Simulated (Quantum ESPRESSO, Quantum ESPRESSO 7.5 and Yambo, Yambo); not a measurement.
**A GW chain in Yambo: BP (F-43m)**

Aim: the G0W0 gap of BP (F-43m) on PBE, step by step.

Calculated with Quantum ESPRESSO 7.5 and Yambo 5.3.0; PBE and many-body steps on it, plane waves.

### Step 1. Starting point

Symmetry: F-43m, No. 216, cubic system. Conventional cell: a = 4.538 Å, b = 4.538 Å, c = 4.538 Å, α = 90.00°, β = 90.00°, γ = 90.00°. Nearest to B lie 4 P at 1.97 Å. Nearest to P lie 4 B at 1.97 Å. Farther neighbours are not listed.

The cell and positions come from the Crystallography Open Database and are kept as given unless a step says otherwise.

### Step 2. Ground state

This step: Quantum ESPRESSO 7.5; DFT, PBE, plane waves, norm-conserving pseudopotentials.

The ground-state density comes first.

The input, pw.in:

```
&control
  calculation = 'scf'
  prefix = 'x'
  outdir = 'o'
  pseudo_dir = 'pseudo'
/
&system
  ibrav = 0
  nat = 2
  ntyp = 2
  ecutwfc = 68.0
  nbnd = 9
  force_symmorphic = .true.
/
&electrons
  conv_thr = 1e-10
  electron_maxstep = 80
  mixing_beta = 0.5
/
ATOMIC_SPECIES
  B 10.81 B.upf
  P 30.974 P.upf
CELL_PARAMETERS angstrom
  0.0000000000 2.2690000000 2.2690000000
  2.2690000000 0.0000000000 2.2690000000
  2.2690000000 2.2690000000 0.0000000000
ATOMIC_POSITIONS crystal
  B 0.0000000000 0.0000000000 0.0000000000
  P 0.2500000000 0.2500000000 0.2500000000
K_POINTS automatic
  8 8 8 0 0 0
```

Run with:

```sh
$ OMP_NUM_THREADS=1 mpirun -n 4 pw.x -nk 4 -in pw.in > pw.out
```

Log:

```text
Program PWSCF v.7.5 starts

     This program is part of the open-source Quantum ESPRESSO suite
     for quantum simulation of materials; please cite
         "P. Giannozzi et al., J. Phys.:Condens. Matter 21 395502 (2009);
         "P. Giannozzi et al., J. Phys.:Condens. Matter 29 465901 (2017);
         "P. Giannozzi et al., J. Chem. Phys. 152 154105 (2020);
     in publications or presentations arising from this work. More details at
     Message from routine setup:
     using ibrav=0 with symmetry is DISCOURAGED, use correct ibrav instead

     G-vector sticks info

     bravais-lattice index     =            0
     lattice parameter (alat)  =       6.0638  a.u.
     unit-cell volume          =     157.6631 (a.u.)^3
     number of atoms/cell      =            2
     number of atomic types    =            2
     number of electrons       =         8.00
     number of Kohn-Sham states=            9
     kinetic-energy cutoff     =      68.0000  Ry
     charge density cutoff     =     272.0000  Ry
     scf convergence threshold =      1.0E-10
     mixing beta               =       0.5000
     number of iterations used =            8  plain     mixing
     Exchange-correlation= PBE
                           (   1   4   3   4   0   0   0)

     celldm(1)=   6.063849  celldm(2)=   0.000000  celldm(3)=   0.000000
     celldm(4)=   0.000000  celldm(5)=   0.000000  celldm(6)=   0.000000

     crystal axes: (cart. coord. in units of alat)
               a(1) = (   0.000000   0.707107   0.707107 )
               a(2) = (   0.707107   0.000000   0.707107 )
               a(3) = (   0.707107   0.707107   0.000000 )

     reciprocal axes: (cart. coord. in units 2 pi/alat)
               b(1) = ( -0.707107  0.707107  0.707107 )
               b(2) = (  0.707107 -0.707107  0.707107 )
               b(3) = (  0.707107  0.707107 -0.707107 )
     Pseudo is Norm-conserving + core correction, Zval =  3.0
     Generated using ONCVPSP code by D. R. Hamann
     Using radial grid of 1534 points,  4 beta functions with:
     Pseudo is Norm-conserving + core correction, Zval =  5.0
     Generated using ONCVPSP code by D. R. Hamann
     Using radial grid of 1298 points,  6 beta functions with:
     B                 3.00    10.81000     B ( 1.00)
     P                 5.00    30.97400     P ( 1.00)

     24 Sym. Ops. (no inversion) found

   Cartesian axes

     site n.     atom                  positions (alat units)
         1        B      tau(   1) = (   0.0000000   0.0000000   0.0000000  )
         2        P      tau(   2) = (   0.3535534   0.3535534   0.3535534  )

     number of k points=    29
                       cart. coord. in units 2pi/alat
        k(    1) = (   0.0000000   0.0000000   0.0000000), wk =   0.0039062
        k(    2) = (   0.0883883   0.0883883  -0.0883883), wk =   0.0312500
        k(    3) = (   0.1767767   0.1767767  -0.1767767), wk =   0.0312500
        k(    4) = (   0.2651650   0.2651650  -0.2651650), wk =   0.0312500
        k(    5) = (  -0.3535534  -0.3535534   0.3535534), wk =   0.0156250
        k(    6) = (   0.1767767   0.0000000   0.0000000), wk =   0.0234375
        k(    7) = (   0.2651650   0.0883883  -0.0883883), wk =   0.0937500
        k(    8) = (   0.3535534   0.1767767  -0.1767767), wk =   0.0937500
        k(    9) = (  -0.2651650  -0.4419417   0.4419417), wk =   0.0937500
        k(   10) = (  -0.1767767  -0.3535534   0.3535534), wk =   0.0937500
     [... 17 further rows ...]
        k(   28) = (  -0.7071068   0.1767767  -0.0000000), wk =   0.0468750
        k(   29) = (  -0.7071068   0.3535534   0.0000000), wk =   0.0234375

     Dense  grid:    11935 G-vectors     FFT dimensions: (  32,  32,  32)

     Initial potential from superposition of free atoms

     starting charge       7.9996, renormalised to       8.0000
     Starting wfcs are    8 randomized atomic wfcs +    1 random wfcs

     per-process dynamical memory:    12.6 Mb

     Self-consistent Calculation

     iteration #  1     ecut=    68.00 Ry     beta= 0.50

     total energy              =     -19.77114222 Ry
     estimated scf accuracy    <       0.15770016 Ry

     iteration #  2     ecut=    68.00 Ry     beta= 0.50

     total energy              =     -19.79268531 Ry
     estimated scf accuracy    <       0.01086019 Ry

     iteration #  3     ecut=    68.00 Ry     beta= 0.50

     total energy              =     -19.79331022 Ry
     estimated scf accuracy    <       0.00186359 Ry

     iteration #  4     ecut=    68.00 Ry     beta= 0.50

     total energy              =     -19.79346775 Ry
     estimated scf accuracy    <       0.00003488 Ry

     iteration #  5     ecut=    68.00 Ry     beta= 0.50

     total energy              =     -19.79347979 Ry
     estimated scf accuracy    <       0.00000918 Ry

     iteration #  6     ecut=    68.00 Ry     beta= 0.50

     total energy              =     -19.79348110 Ry
     estimated scf accuracy    <       0.00000002 Ry

     iteration #  7     ecut=    68.00 Ry     beta= 0.50

     total energy              =     -19.79348116 Ry
     estimated scf accuracy    <       0.00000001 Ry

     iteration #  8     ecut=    68.00 Ry     beta= 0.50

     total energy              =     -19.79348116 Ry
     estimated scf accuracy    <          3.1E-10 Ry

     iteration #  9     ecut=    68.00 Ry     beta= 0.50

     End of self-consistent calculation

          k = 0.0000 0.0000 0.0000 (  1459 PWs)   bands (ev):

    -6.2179   9.2413   9.2413   9.2413  12.6481  12.6481  12.6481  16.5991
    20.7643

          k = 0.0884 0.0884-0.0884 (  1462 PWs)   bands (ev):

    -5.9368   7.3894   8.8139   8.8139  13.1769  13.2379  13.2379  17.3901
    20.4104

          k = 0.1768 0.1768-0.1768 (  1477 PWs)   bands (ev):

    -5.1124   4.3986   8.1252   8.1252  13.2405  14.0061  14.0061  18.8438
    20.1611

          k = 0.2652 0.2652-0.2652 (  1483 PWs)   bands (ev):

     [... further k-points ...]

     highest occupied, lowest unoccupied level (ev):     9.2413   10.5218

!    total energy              =     -19.79348116 Ry
     estimated scf accuracy    <          6.7E-12 Ry

     The total energy is the sum of the following terms:
     one-electron contribution =       6.57260983 Ry
     hartree contribution      =       1.26167595 Ry
     xc contribution           =      -6.64452740 Ry
     ewald contribution        =     -20.98323954 Ry

     convergence has been achieved in   9 iterations

     XML data file, charge density, pseudopotentials, collected wavefunctions

=------------------------------------------------------------------------------=
   JOB DONE.
=------------------------------------------------------------------------------=
```

Elapsed: 1.8 s, on 4 MPI ranks of Arm Neoverse V2, shared host; peak memory 0.05 GiB.

Numbers from this step:

| Property | Result |
| --- | --- |
| total energy | -269.3040 eV |
| gap | 1.281 eV |
| k of the valence top | 0, 0, 0 |
| k of the conduction bottom | 0, 0.375, 0.375 |
| least direct gap | 3.407 eV |

The gap is indirect, with the least direct gap 2.13 eV higher.

### Step 3. Bands along the symmetry lines

Levels along a band path, at the cheap level, show where the edges lie and whether the meshes to come will hold them.

The input, pw.in:

```
&control
  calculation = 'bands'
  prefix = 'x'
  outdir = 'o'
  pseudo_dir = 'pseudo'
/
&system
  ibrav = 0
  nat = 2
  ntyp = 2
  ecutwfc = 68.0
  nbnd = 10
  force_symmorphic = .true.
/
&electrons
  conv_thr = 1e-9
  electron_maxstep = 80
  diago_full_acc = .true.
  diago_thr_init = 5e-6
/
ATOMIC_SPECIES
  B 10.81 B.upf
  P 30.974 P.upf
CELL_PARAMETERS angstrom
  0.0000000000 2.2690000000 2.2690000000
  2.2690000000 0.0000000000 2.2690000000
  2.2690000000 2.2690000000 0.0000000000
ATOMIC_POSITIONS crystal
  B 0.0000000000 0.0000000000 0.0000000000
  P 0.2500000000 0.2500000000 0.2500000000
K_POINTS crystal
  50
  0.00000000 0.00000000 0.00000000 1
  -0.06250000 -0.06250000 0.00000000 1
  -0.12500000 -0.12500000 0.00000000 1
  -0.18750000 -0.18750000 0.00000000 1
  -0.25000000 -0.25000000 0.00000000 1
  -0.31250000 -0.31250000 0.00000000 1
  -0.37500000 -0.37500000 0.00000000 1
  -0.43750000 -0.43750000 0.00000000 1
  -0.50000000 -0.50000000 0.00000000 1
  -0.48437500 -0.48437500 0.03125000 1
  -0.46875000 -0.46875000 0.06250000 1
  -0.45312500 -0.45312500 0.09375000 1
  -0.43750000 -0.43750000 0.12500000 1
  -0.42187500 -0.42187500 0.15625000 1
  -0.40625000 -0.40625000 0.18750000 1
  -0.39062500 -0.39062500 0.21875000 1
  -0.37500000 -0.37500000 0.25000000 1
  -0.37500000 0.00000000 0.37500000 1
  -0.32812500 0.00000000 0.32812500 1
  -0.28125000 0.00000000 0.28125000 1
  -0.23437500 0.00000000 0.23437500 1
  -0.18750000 0.00000000 0.18750000 1
  -0.14062500 0.00000000 0.14062500 1
  -0.09375000 0.00000000 0.09375000 1
  -0.04687500 0.00000000 0.04687500 1
  0.00000000 0.00000000 0.00000000 1
  0.00000000 0.00000000 0.06250000 1
  0.00000000 0.00000000 0.12500000 1
  0.00000000 0.00000000 0.18750000 1
  0.00000000 0.00000000 0.25000000 1
  0.00000000 0.00000000 0.31250000 1
  0.00000000 0.00000000 0.37500000 1
  0.00000000 0.00000000 0.43750000 1
  0.00000000 0.00000000 0.50000000 1
  -0.06250000 -0.03125000 0.46875000 1
  -0.12500000 -0.06250000 0.43750000 1
  -0.18750000 -0.09375000 0.40625000 1
  -0.25000000 -0.12500000 0.37500000 1
  -0.31250000 -0.15625000 0.34375000 1
  -0.37500000 -0.18750000 0.31250000 1
  -0.43750000 -0.21875000 0.28125000 1
  -0.50000000 -0.25000000 0.25000000 1
  -0.50000000 -0.28125000 0.21875000 1
  -0.50000000 -0.31250000 0.18750000 1
  -0.50000000 -0.34375000 0.15625000 1
  -0.50000000 -0.37500000 0.12500000 1
  -0.50000000 -0.40625000 0.09375000 1
  -0.50000000 -0.43750000 0.06250000 1
  -0.50000000 -0.46875000 0.03125000 1
  -0.50000000 -0.50000000 0.00000000 1
```

Log:

```text
[banner, memory and clock lines left out]
Program PWSCF v.7.5 starts

     Atomic positions and unit cell read from directory:
     o/x.save/

     Message from routine setup:
     using ibrav=0 with symmetry is DISCOURAGED, use correct ibrav instead

     G-vector sticks info

     bravais-lattice index     =            0
     lattice parameter (alat)  =       6.0638  a.u.
     unit-cell volume          =     157.6631 (a.u.)^3
     number of atoms/cell      =            2
     number of atomic types    =            2
     number of electrons       =         8.00
     number of Kohn-Sham states=           10
     kinetic-energy cutoff     =      68.0000  Ry
     charge density cutoff     =     272.0000  Ry
     Exchange-correlation= PBE
                           (   1   4   3   4   0   0   0)

     celldm(1)=   6.063849  celldm(2)=   0.000000  celldm(3)=   0.000000
     celldm(4)=   0.000000  celldm(5)=   0.000000  celldm(6)=   0.000000

     crystal axes: (cart. coord. in units of alat)
               a(1) = (   0.000000   0.707107   0.707107 )
               a(2) = (   0.707107   0.000000   0.707107 )
               a(3) = (   0.707107   0.707107   0.000000 )

     reciprocal axes: (cart. coord. in units 2 pi/alat)
               b(1) = ( -0.707107  0.707107  0.707107 )
               b(2) = (  0.707107 -0.707107  0.707107 )
               b(3) = (  0.707107  0.707107 -0.707107 )
     Pseudo is Norm-conserving + core correction, Zval =  3.0
     Generated using ONCVPSP code by D. R. Hamann
     Using radial grid of 1534 points,  4 beta functions with:
     Pseudo is Norm-conserving + core correction, Zval =  5.0
     Generated using ONCVPSP code by D. R. Hamann
     Using radial grid of 1298 points,  6 beta functions with:
     B                 3.00    10.81000     B ( 1.00)
     P                 5.00    30.97400     P ( 1.00)

     24 Sym. Ops. (no inversion) found

   Cartesian axes

     site n.     atom                  positions (alat units)
         1        B      tau(   1) = (   0.0000000   0.0000000   0.0000000  )
         2        P      tau(   2) = (   0.3535534   0.3535534   0.3535534  )

     number of k points=    50
                       cart. coord. in units 2pi/alat
        k(    1) = (   0.0000000   0.0000000   0.0000000), wk =   0.0400000
        k(    2) = (   0.0000000   0.0000000  -0.0883883), wk =   0.0400000
        k(    3) = (   0.0000000   0.0000000  -0.1767767), wk =   0.0400000
[...]
[... 38 further rows ...]
        k(   49) = (   0.0441942  -0.0000000  -0.7071068), wk =   0.0400000
        k(   50) = (   0.0000000   0.0000000  -0.7071068), wk =   0.0400000

     Dense  grid:    11935 G-vectors     FFT dimensions: (  32,  32,  32)

     The potential is recalculated from file :
     o/x.save/charge-density

     Starting wfcs are    8 randomized atomic wfcs +    2 random wfcs

     Band Structure Calculation

     End of band structure calculation

          k = 0.0000 0.0000 0.0000 (  1459 PWs)   bands (ev):

    -6.2179   9.2413   9.2413   9.2413  12.6481  12.6481  12.6481  16.5991
    20.7644  21.2875

          k = 0.0000 0.0000-0.0884 (  1463 PWs)   bands (ev):

    -6.1239   8.8552   8.8552   8.9160  12.4613  13.1377  13.1377  16.8310
    20.4537  21.0804

          k = 0.0000 0.0000-0.1768 (  1479 PWs)   bands (ev):

    -5.8428   8.0619   8.0673   8.0673  12.0247  14.2316  14.2317  16.8414
    19.5890  21.6861

          k =-0.0000 0.0000-0.2652 (  1479 PWs)   bands (ev):

[...]
k = 0.0000 0.0000-0.3536 (  1491 PWs)   bands (ev):

[...]
k = 0.0000-0.0000-0.4419 (  1495 PWs)   bands (ev):

[...]
k =-0.0000 0.0000-0.5303 (  1504 PWs)   bands (ev):

[...]
k = 0.0000-0.0000-0.6187 (  1508 PWs)   bands (ev):

[...]
k = 0.5303-0.0000-0.5303 (  1494 PWs)   bands (ev):

[...]
k = 0.0000 0.0000 0.0000 (  1459 PWs)   bands (ev):

[...]
k = 0.1326 0.0000-0.7071 (  1510 PWs)   bands (ev):

[...]
k = 0.0884-0.0000-0.7071 (  1502 PWs)   bands (ev):

[...]
k = 0.0442-0.0000-0.7071 (  1516 PWs)   bands (ev):

    -1.3562   0.6783   5.0593   5.0629  10.7031  11.0325  21.1737  21.2770
    24.2024  25.4788

          k = 0.0000 0.0000-0.7071 (  1524 PWs)   bands (ev):

    -1.3655   0.6632   5.1277   5.1277  10.5886  10.9084  21.3078  21.3078
    24.4515  25.7231

     XML data file, pseudopotentials, collected wavefunctions
```

Wall time 1.5 s (4 MPI ranks); peak memory 0.05 GiB; 5.8 s of CPU time.

Numbers from this step:

```
gap                        : 1.260 eV
k of the valence top       : 0, 0, 0
k of the conduction bottom : -0.4375, -0.4375, 0
least direct gap           : 3.407 eV
```

The gap is 1.260 eV, −0.021 eV from the run before at this level.

The electronic bands at the labelled points (eV, zero at the top of the highest filled band; v1 is the highest filled band, c1 the lowest empty one):

| point | v4 | v3 | v2 | v1 | c1 | c2 | c3 | c4 |
| --- | --- | --- | --- | --- | --- | --- | --- | --- |
| Γ | -15.46 | 0.00 | 0.00 | 0.00 | 3.41 | 3.41 | 3.41 | 7.36 |
| halfway | -13.98 | -3.69 | -2.73 | -2.73 | 1.82 | 4.96 | 7.71 | 7.71 |
| X | -10.61 | -8.58 | -4.11 | -4.11 | 1.35 | 1.67 | 12.07 | 12.07 |
| halfway | -10.55 | -8.46 | -5.05 | -3.96 | 1.65 | 3.01 | 11.32 | 11.62 |
| U | -10.61 | -8.16 | -6.22 | -3.50 | 2.16 | 6.00 | 9.71 | 10.59 |
| jump to K | -10.61 | -8.16 | -6.22 | -3.50 | 2.16 | 6.00 | 9.71 | 10.59 |
| halfway | -13.81 | -4.91 | -3.87 | -1.08 | 4.56 | 5.09 | 6.13 | 8.30 |
| Γ | -15.46 | 0.00 | 0.00 | 0.00 | 3.41 | 3.41 | 3.41 | 7.36 |
| halfway | -14.35 | -4.84 | -1.12 | -1.12 | 4.00 | 4.76 | 4.76 | 9.60 |
| L | -12.14 | -9.03 | -1.76 | -1.76 | 3.78 | 4.72 | 4.72 | 10.13 |
| halfway | -11.48 | -8.44 | -4.52 | -3.11 | 4.19 | 5.20 | 8.29 | 9.77 |
| W | -10.33 | -8.05 | -5.67 | -5.47 | 5.33 | 6.77 | 7.23 | 7.45 |
| halfway | -10.48 | -8.36 | -4.93 | -4.86 | 2.90 | 3.37 | 10.21 | 10.99 |
| X | -10.61 | -8.58 | -4.11 | -4.11 | 1.35 | 1.67 | 12.07 | 12.07 |

The electronic bands as a text plot (rows in eV, shown from -8.0 to 7.3 only):

```
    6.9 |                   ++++                     +    +
    6.3 |    +            +   +++                       ++
    5.7 |                                           +  +   +
    5.0 |  ++ ++         +      +++         +++++ +++++ +++++
    4.4 |                       +++++      +     +++ +++    +
    3.8 | +     ++      +     ++   +++  +++++++++++++
    3.1 |++            +    ++        ++                     +
    2.5 |  +++    +        +                                  +
    1.9 |     ++   ++++++++                                    ++
    1.2 |       +++++++                                         +
    0.6 |
   -0.1 |**                        ******
   -0.7 | *                      **  *  ****
   -1.3 |  **                   *  **       ****
   -2.0 |    *                **   **    **     *****
   -2.6 |    ***            **   **                 **
   -3.2 |       **        **     **        *          *
   -3.9 |     **  ********      *                    * *        *
   -4.5 |             *                               * *     **
   -5.1 |       **     **     ***           *          * * ***
   -5.8 |                *  **                          ****
   -6.4 |         *       **  **             **
   -7.0 |                   **
   -7.7 |          **      *                   *
         Γ           X  U|K            Γ         L        W     X
```

(Continued in part 2 of 3.)

[Paths, hosts, dates, memory and timing lines, banners, echoed tables and standing remarks are left out of the program output.]

[Logs are printed without paths, hosts, clocks, repeated set-up lines and the standing remarks that a program may print on its own settings, such as how far it seeks lower states.]

[Runs of the session that timed out or met a known fault of the program may be left out.]

[Hosts, paths, dates, database ids (printed as entryN), source tags and the programs' standing remarks are cut or masked in the printed files.]
